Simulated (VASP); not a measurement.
# BP (F-43m) in VASP: further runs, part 2 of 3

VASP 6.6.1. The steps go on from the part before.

## 3. G0W0 quasiparticle levels, PBE

POSCAR reads:

```
BP
1.0
    0.0000000000      2.2690000000      2.2690000000
    2.2690000000      0.0000000000      2.2690000000
    2.2690000000      2.2690000000      0.0000000000
P B
1 1
Direct
    0.7500000000      0.7500000000      0.7500000000
    0.0000000000      0.0000000000      0.0000000000
```

INCAR.step1 reads:

```
PREC = Accurate
ENCUT = 450
EDIFF = 1E-8
ISMEAR = 0
SIGMA = 0.01
LREAL = F
LASPH = T
NELM = 100
ALGO = Fast
LWAVE = T
LCHARG = F
GGA = PE
```

INCAR.step2 reads:

```
PREC = Accurate
ENCUT = 450
EDIFF = 1E-8
ISMEAR = 0
SIGMA = 0.01
LREAL = F
LASPH = T
NELM = 1
ALGO = Exact
LWAVE = T
LCHARG = F
GGA = PE
NBANDS = 32
LOPTICS = T
ISTART = 1
```

INCAR.step3 reads:

```
PREC = Accurate
ENCUT = 450
EDIFF = 1E-8
ISMEAR = 0
SIGMA = 0.01
LREAL = F
LASPH = T
ALGO = EVGW0
LWAVE = F
LCHARG = F
GGA = PE
NELMGW = 1
NBANDS = 32
ENCUTGW = 150
NOMEGA = 24
PRECFOCK = Fast
ISTART = 1
NBANDSGW = 12
```

KPOINTS reads:

```
regular mesh
0
Gamma
  3 3 3
```

Potentials or basis: VASP PAW PBE potentials, release 64 (P_GW, B_GW).

On the command line:

```console
> cat potpaw_PBE.64/P_GW/POTCAR potpaw_PBE.64/B_GW/POTCAR > POTCAR
> cp INCAR.step1 INCAR
> mpirun -np 1 vasp_std > vasp.out
> cp INCAR.step2 INCAR
> mpirun -np 1 vasp_std > vasp.out
> cp INCAR.step3 INCAR
> mpirun -np 1 vasp_std > vasp.out
```

OUTCAR:

```text
PREC = Accurate
   ENCUT = 450
   EDIFF = 1E-8
   ISMEAR = 0
   LREAL = F
   LASPH = T
   GGA = PE
   NELMGW = 1
   ENCUTGW = 150
   PRECFOCK = Fast
   ISTART = 1

 Found      4 irreducible k-points:

 Following reciprocal coordinates:
            Coordinates               Weight
  0.000000  0.000000  0.000000      1.000000
  0.333333  0.000000  0.000000      8.000000
  0.333333  0.333333  0.000000      6.000000
 -0.333333  0.333333  0.000000     12.000000
   k-points           NKPTS =      4   k-points in BZ     NKDIM =     27   number of bands    NBANDS=     32
   number of dos      NEDOS =    301   number of ions     NIONS =      2
   total plane-waves  NPLWV =  13824
   dimension x,y,z NGX =    24 NGY =   24 NGZ =   24
   dimension x,y,z NGXF=    48 NGYF=   48 NGZF=   48
   ions per type =               1   1
   NGX,Y,Z   is equivalent  to a cutoff of  12.43, 12.43, 12.43 a.u.
   NGXF,Y,Z  is equivalent  to a cutoff of  24.87, 24.87, 24.87 a.u.
 SYSTEM =  unknown system
   PREC   = accura    normal or accurate (medium, high low for compatibility)
   ISTART =      1    job   : 0-new  1-cont  2-samecut
   ICHARG =      0    charge: 1-file 2-atom 10-const
   ISPIN  =      1    spin polarized calculation?
   LNONCOLLINEAR =      F non collinear calculations
   LSORBIT =      F    spin-orbit coupling
   LASPH  =      T    aspherical Exc in radial PAW
   ENCUT  =  450.0 eV  33.07 Ry    5.75 a.u.   5.55  5.55  5.55*2*pi/ulx,y,z
   NELM   =     60;   NELMIN=  2; NELMDL=  0     # of ELM steps
   EDIFF  = 0.1E-07   stopping-criterion for ELM
   LREAL  =      F    real-space projection
   EDIFFG = 0.1E-06   stopping-criterion for IOM
   NSW    =      0    number of steps for IOM
   IBRION =     -1    ionic relax: 0-MD 1-quasi-New 2-CG
   NFREE  =      0    steps in history (QN), initial steepest desc. (CG)
   ISIF   =      0    stress and relaxation
   ISYM   =      3    0-nonsym 1-usesym 2-fastsym
   POTIM  = 0.5000    time-step for ionic-motion
   TEBEG  =    0.0;   TEEND  =   0.0 temperature during run
   PSTRESS=    0.0 pullay stress
   NELECT =       8.0000    total number of electrons
   NUPDOWN=      -1.0000    fix difference up-down
   EMIN   =  10.00;   EMAX   =-10.00  energy-range for DOS
   EFERMI =   0.00;   METHOD = LEGACY
   ISMEAR =     0;   SIGMA  =   0.01  broadening in eV -4-tet -1-fermi 0-gaus
   EFERMI_NEDOS =   21; number of points for ismear=-14 and -15
   IALGO  =     38    algorithm
   IMIX   =      4    mixing-type and parameters
     AMIX     =   0.40;   BMIX     =  1.00
     AMIX_MAG =   1.60;   BMIX_MAG =  1.00
  volume/ion in A,a.u.               =      11.68        78.83
  Fermi-wavevector in a.u.,A,eV,Ry     =   1.145320  2.164342 17.847562  1.311759
  Thomas-Fermi vector in A             =   2.282009
   LORBIT       =      0    0 simple, 1 ext, 2 COOP (PROOUT), +10 PAW based schemes
   GGA     = PE    functional components
   LHFCALC =     T    Hartree Fock is set to
   PRECFOCK=fast      Normal, Fast or Accurate (Low or Medium for compatibility)
   ENCUT4O =  -1.0   cutoff for four orbital integrals eV
   NKREDX  =     1    reduce k-point grid by
   NKREDY  =     1    reduce k-point grid by
   NKREDZ  =     1    reduce k-point grid by
   AEXX    =    1.0000 exact exchange contribution
   HFSCREEN=    0.0000 screening length (either q_TF or 0.3 A-1)
   HFSCREENC=   0.0000 screening length for correlation (either q_TF or 0.3 A-1)
   ENCUTFOCK=  -1.0 apply spherical cutoff to Coloumb kernel
   IVDW    =     0    specifies the selected vdW correction
   LEPSILON=     F    determine dielectric tensor
   LRPA    =     F    only Hartree local field effects (RPA)
   LRPAFORCE           =     F    calculate RPA forces
   ENCUTGW             = 150.0    cutoff for response function in eV
   ENCUTGWSOFT         = 120.0    soft cutoff for Coulomb kernel in GW response function in eV
   ENCUTLF             =  -1.0    cutoff for local field effects
   NELMGW              =     1    number of iterations in solving QP/BSE equation
   NELMHF              =     1    number of iterations in the inner HF iteration
   NKREDLFX            =     1    NKREDLFY  =   1   NKREDLFZ  =   1
 non-spin polarized calculation
 Gauss-broadening in eV      SIGMA  =   0.01
  energy-cutoff  :      450.00
  volume of cell :       23.36
 maximum number of plane-waves:       531
 NGX is ok and might be reduce to    24
  NGX = 14; NGY = 14; NGZ = 14
   NGX = 11   NGY = 11   NGZ = 11
 maximum number of plane-waves:       113
 NGX is ok and might be reduce to    14

 QP shifts <psi_nk| G(iteration)W_0 |psi_nk>: iteration 1
 for sc-GW calculations column KS-energies equals QP-energies in previous step
 and V_xc(KS)=  KS-energies - (<T + V_ion + V_H > + <T+V_H+V_ion>^1  + <V_x>^1)

 k-point   1 :       0.0000    0.0000    0.0000
  band No.  KS-energies  QP-energies   sigma(KS)   V_xc(KS)     V^pw_x(r,r')   Z            occupation Imag(sigma)

      1      -8.2562      -8.8369     -12.8423     -12.0443     -20.4104       0.7277       2.0000       1.8304
      2       7.2423       7.0269     -13.6088     -13.3323     -15.6940       0.7791       2.0000       0.2269
      3       7.2423       7.0269     -13.6088     -13.3323     -15.6940       0.7791       2.0000       0.2269
      4       7.2423       7.0269     -13.6088     -13.3323     -15.6940       0.7791       2.0000       0.2269
      5      10.5996      11.3143     -11.1464     -12.0587      -6.6990       0.7834       0.0000      -0.0245
      6      10.5996      11.3143     -11.1464     -12.0587      -6.6990       0.7834       0.0000      -0.0245
      7      10.5996      11.3143     -11.1464     -12.0587      -6.6990       0.7834       0.0000      -0.0245
      8      14.6211      15.4694     -11.6270     -12.7388      -5.8616       0.7630       0.0000      -0.1662
      9      18.7364      18.9544      -9.0677      -9.3455      -3.2088       0.7847       0.0000      -0.4201
     10      19.2002      20.0495     -10.6593     -11.7529      -4.8887       0.7766       0.0000      -0.3551
     11      19.2002      20.0495     -10.6593     -11.7529      -4.8887       0.7766       0.0000      -0.3551
     12      22.8563      23.3539      -9.2042      -9.8669      -2.7229       0.7508       0.0000      -0.7264
[... 234 lines left out ...]
      1      -4.4129      -4.4180     -13.3093       8.8895     -19.3027       0.7379       2.0000       1.1276
      2      -1.2841      -1.2871     -13.1885      11.9003     -17.8964       0.7200       2.0000       0.8288
      3       0.2539       0.2509     -12.2533      12.5031     -15.7545       0.7502       2.0000       0.5669
      4       3.6853       3.6845     -13.1768      16.8611     -16.0028       0.7656       2.0000       0.3984
      5      10.4666      10.4701     -10.2732      20.7442      -5.8143       0.7924       0.0000      -0.0453
      6      16.3025      16.3073     -10.7204      27.0291      -5.2861       0.7684       0.0000      -0.2188
      7      16.8619      16.8674     -11.2123      28.0814      -5.3371       0.7614       0.0000      -0.2679
      8      18.0338      18.0397     -11.4214      29.4630      -5.3046       0.7542       0.0000      -0.3720
      9      18.7144      18.7203     -11.0435      29.7657      -5.1107       0.7522       0.0000      -0.2891
     10      19.7541      19.7584     -10.4750      30.2346      -4.7725       0.7813       0.0000      -0.3540
     11      27.0230      27.0296     -10.9514      37.9835      -3.4867       0.7324       0.0000      -0.9377
     12      27.9300      27.9343      -9.5010      37.4366      -2.6179       0.7615       0.0000      -0.9621
```

OUTCAR.step1:

```text
PREC = Accurate
   ENCUT = 450
   EDIFF = 1E-8
   ISMEAR = 0
   LREAL = F
   LASPH = T
[... 151 lines left out ...]
 -----------------------------------------------------------------------------------
      3.40350      3.40350      3.40350         0.000000      0.000000     -0.000000
      0.00000      0.00000      0.00000        -0.000000     -0.000000      0.000000
 -----------------------------------------------------------------------------------
    total drift:                               -0.000000     -0.000000     -0.000000

  FREE ENERGIE OF THE ION-ELECTRON SYSTEM (eV)
  ---------------------------------------------------
  free  energy   TOTEN  =       -12.2920936181 eV

  energy  without entropy=      -12.2920936181  energy(sigma->0) =      -12.29209362
```

OUTCAR.step2:

```text
PREC = Accurate
   ENCUT = 450
   EDIFF = 1E-8
   ISMEAR = 0
   LREAL = F
[... 518 lines left out ...]
     0.00000    18.75108    18.75108    18.75108     0.00000    -0.00000     0.00000
     0.86706    19.34133    19.34133    19.34133     0.00000    -0.00000     0.00000
     1.73411    21.51127    21.51127    21.51127     0.00000    -0.00000     0.00000
     2.60117    27.74054    27.74054    27.74054     0.00000    -0.00000     0.00000
     3.46822    -7.26195    -7.26195    -7.26195     0.00000    -0.00000     0.00000
     4.33528    34.97808    34.97808    34.97808     0.00000    -0.00000     0.00000
[... 92 lines left out ...]
    84.97140     0.91357     0.91357     0.91357    -0.00000    -0.00000    -0.00000
    85.83846     0.91537     0.91537     0.91537    -0.00000    -0.00000    -0.00000
```

Wall time 12 s (1 thread of Intel Xeon Platinum 8488C (Sapphire Rapids), shared host); peak memory 0.15 GiB.

The run converged, but some of its settings lie outside the range that counts as converged, so its numbers aren't taken as properties of the crystal.

Results:

```yaml
Band_gap_on_the_k_mesh_mean-field_level: 1.34 eV, indirect (least direct gap 3.36 eV)
Quasiparticle_gap: 2.04 eV
```

Caveat: the k mesh is coarse (spacing up to 0.80 Å⁻¹), so the values aren't converged; bands, screening cutoff and mesh are small and nothing is extrapolated, so the quasiparticle values aren't converged; the log holds further tables after the one-shot step; the gap given is that of the first; an odd mesh through Γ misses points on the zone boundary, where band edges often lie.

## 4. EvGW0 quasiparticle levels, PBE

POSCAR is that of step 3.

INCAR.step1 reads:

```
  PREC = Accurate
  ENCUT = 500
  EDIFF = 1E-8
  ISMEAR = 0
  SIGMA = 0.01
  LREAL = F
  LASPH = T
  NELM = 60
  ALGO = Fast
  LWAVE = T
  LCHARG = F
  GGA = PE
```

INCAR.step2 reads:

```
  PREC = Accurate
  ENCUT = 500
  EDIFF = 1E-8
  ISMEAR = 0
  SIGMA = 0.01
  LREAL = F
  LASPH = T
  NELM = 1
  ALGO = Exact
  LWAVE = T
  LCHARG = F
  GGA = PE
  NBANDS = 35
  LOPTICS = T
  ISTART = 1
```

INCAR.step3 reads:

```
  PREC = Accurate
  ENCUT = 500
  EDIFF = 1E-8
  ISMEAR = 0
  SIGMA = 0.01
  LREAL = F
  LASPH = T
  ALGO = EVGW0
  LWAVE = F
  LCHARG = F
  GGA = PE
  NELMGW = 4
  NBANDS = 35
  ENCUTGW = 100
  NOMEGA = 48
  PRECFOCK = Fast
  ISTART = 1
  NBANDSGW = 12
```

KPOINTS reads:

```
Automatic mesh
0
Gamma
  5 5 5
```

Potentials or basis: VASP PAW PBE potentials, release 64 (P_GW, B_GW).

On the command line:

```console
> cat potpaw_PBE.64/P_GW/POTCAR potpaw_PBE.64/B_GW/POTCAR > POTCAR
> cp INCAR.step1 INCAR
> mpirun -np 1 vasp_std > vasp.out
> cp INCAR.step2 INCAR
> mpirun -np 1 vasp_std > vasp.out
> cp INCAR.step3 INCAR
> mpirun -np 1 vasp_std > vasp.out
```

OUTCAR:

```text
PREC = Accurate
   ENCUT = 500
   EDIFF = 1E-8
   ISMEAR = 0
   LREAL = F
   LASPH = T
   GGA = PE
   NELMGW = 4
   ENCUTGW = 100
   PRECFOCK = Fast
   ISTART = 1

 ion  position               nearest neighbor table
   1  0.750  0.750  0.750-   2 1.97   2 1.97   2 1.97   2 1.97
[... 186 lines left out ...]
      2       7.1464       7.0362     -13.4468     -13.3070     -15.0360       0.7884       2.0000       0.0622
      3       7.1464       7.0362     -13.4468     -13.3070     -15.0360       0.7884       2.0000       0.0622
      4       7.1464       7.0362     -13.4468     -13.3070     -15.0360       0.7884       2.0000       0.0622
      5      10.5454      11.2633     -11.1616     -12.0758      -7.0709       0.7852       0.0000      -0.0901
      6      10.5454      11.2633     -11.1616     -12.0758      -7.0709       0.7852       0.0000      -0.0901
      7      10.5454      11.2633     -11.1616     -12.0758      -7.0709       0.7852       0.0000      -0.0901
      8      14.5221      15.2971     -11.7348     -12.7595      -6.1784       0.7563       0.0000      -0.1926
      9      18.6675      18.8842      -9.1709      -9.4482      -3.3479       0.7815       0.0000      -0.3686
     10      19.1597      20.0598     -10.5947     -11.7577      -4.9641       0.7740       0.0000      -0.3203
     11      19.1597      20.0598     -10.5947     -11.7577      -4.9641       0.7740       0.0000      -0.3203
     12      22.8243      23.3020      -9.3228      -9.9392      -2.8102       0.7748       0.0000      -0.7941
[... 618 lines left out ...]
      1      -4.6247      -4.6284     -13.1781       8.5483     -19.2940       0.7219       2.0000       0.7942
      2      -0.9322      -0.9344     -13.2565      12.3213     -17.9534       0.7265       2.0000       0.3522
      3       0.9697       0.9685     -12.4068      13.3749     -15.7821       0.7517       2.0000       0.1796
      4       2.4002       2.3995     -12.5681      14.9674     -15.4155       0.7635       2.0000       0.1263
      5      12.5178      12.5212     -10.7210      23.2431      -6.1337       0.7844       0.0000      -0.1173
      6      13.5469      13.5505     -10.4864      24.0378      -5.7720       0.7867       0.0000      -0.1286
      7      14.8271      14.8315     -11.1816      26.0145      -5.8495       0.7654       0.0000      -0.1822
      8      18.6964      18.7020     -11.4250      30.1289      -4.9102       0.7440       0.0000      -0.4048
      9      19.6296      19.6345     -11.0325      30.6686      -4.9111       0.7627       0.0000      -0.4068
     10      22.6553      22.6604     -11.1137      33.7758      -4.4222       0.7571       0.0000      -0.6390
     11      26.1291      26.1344     -11.3865      37.5227      -3.8791       0.7393       0.0000      -0.9634
     12      27.6482      27.6522      -9.9070      37.5605      -2.9185       0.7554       0.0000      -0.9414
```

OUTCAR.step2:

```text
PREC = Accurate
   ENCUT = 500
   EDIFF = 1E-8
   ISMEAR = 0
   LREAL = F
[... 729 lines left out ...]
     0.00000    11.82540    11.82540    11.82540    -0.00000    -0.00000    -0.00000
     0.89365    12.13454    12.13454    12.13454    -0.00000    -0.00000    -0.00000
     1.78729    13.23243    13.23243    13.23243    -0.00000    -0.00000    -0.00000
     2.68094    16.05986    16.05986    16.05986    -0.00000    -0.00000    -0.00000
     3.57458    13.08945    13.08945    13.08945    -0.00000    -0.00000    -0.00000
     4.46823    16.79428    16.79428    16.79428    -0.00000    -0.00000    -0.00000
[... 92 lines left out ...]
    87.57724     0.93595     0.93595     0.93595     0.00000     0.00000     0.00000
    88.47088     0.93730     0.93730     0.93730     0.00000     0.00000     0.00000
```

It took 96 s on 1 thread of Intel Xeon Platinum 8488C (Sapphire Rapids), shared host; peak memory 0.22 GiB.

Results:

```yaml
Band_gap_on_the_k_mesh_mean-field_level: 1.24 eV, indirect (least direct gap 3.40 eV)
Quasiparticle_gap: 1.88 eV
Least_direct_quasiparticle_gap: 4.35 eV
```

Quasiparticle gap after each update of the energies (eV): 1.79, 1.87, 1.88, 1.88

Caveat: the k mesh is coarse (spacing up to 0.48 Å⁻¹), so the values aren't converged; bands, screening cutoff and mesh are small and nothing is extrapolated, so the quasiparticle values aren't converged; an odd mesh through Γ misses points on the zone boundary, where band edges often lie.

(Continued in part 3 of 3.)
